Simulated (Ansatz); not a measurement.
# In3Se: the cost of one run

Program: Ansatz 0.2.0. Level of theory: DFT PBE+D3(BJ), scalar-relativistic, plane waves, PAW. These are calculated values, not measurements.

40 further runs of the same task are left out: 40 set aside as unsound or not needed. Runs told in other sessions of the task aren't counted.

## Step 1: The starting structure

The structure is cubic, space group Pm-3m (No. 221). The conventional cell has a = 4.701 Å, b = 4.701 Å, c = 4.701 Å, α = 90.00°, β = 90.00°, γ = 90.00°. In (site symmetry 4/mmm) is surrounded by 8 In at 3.32 Å and 4 Se at 3.32 Å. Se (site symmetry m-3m) is surrounded by 12 In at 3.32 Å.

As a file:

```
In Se
1.0
     4.70081    0.00000    0.00000
     0.00000    4.70081    0.00000
     0.00000    0.00000    4.70081
In Se
3 1
Direct
  0.00000 0.50000 0.50000
  0.50000 0.00000 0.50000
  0.50000 0.50000 0.00000
  0.00000 0.00000 0.00000
```

It goes back to an entry of the Materials Project, which need not be the stable form.

It is the result of an earlier relaxation at this level (volume 25.97 Å³/atom; gap on the mesh: none (metal)).

## Step 2: The scan

The energy is mapped over volume and the cell's shape.

The axes are (1) volume per atom: 9 values from 23.89 to 28.05 Å³; (2) c/a of the conventional cell: 9 values from 0.923 to 1.083.

Nothing else is relaxed (symmetry fixes all fractional coordinates). Energies count from the relaxed crystal. Points are written as (first, second).

## Step 3: Point (23.89 Å³, 0.923)

The input, input.yaml:

```yaml
crystal:
  lattice:
    - [4.6957352046, 0.0, 0.0]
    - [0.0, 4.6957352046, 0.0]
    - [0.0, 0.0, 4.3341635938]
  atoms:
    - { symbol: In, position: [0.0, 0.5, 0.5] }
    - { symbol: In, position: [0.5, 0.0, 0.5] }
    - { symbol: In, position: [0.5, 0.5, 0.0] }
    - { symbol: Se, position: [0.0, 0.0, 0.0] }
basis:
  ecutwfc: 420
kpoints:
  mp_grid: { grid: [10, 10, 10] }
hamiltonian:
  xc: pbe
  pseudopotentials: { kind: paw, azcp: { folder: soft_1 } }
  dispersion: d3bj
scf:
  occupations: { method: gaussian, width: 0.15 }
output:
  forces: true
  stress: true
  eigenvalues: true
```

Started as:

```sh
$ ansatz run input.yaml --threads 2 --pin off --max-ram 4096MiB --backend cpu --events-out ev --progress --plain --runs-dir out
```

What time and memory should one allow on 2 threads of Intel Xeon 6975P-C (Granite Rapids), shared host?

About 5.8 s, with a peak of 0.61 GiB.
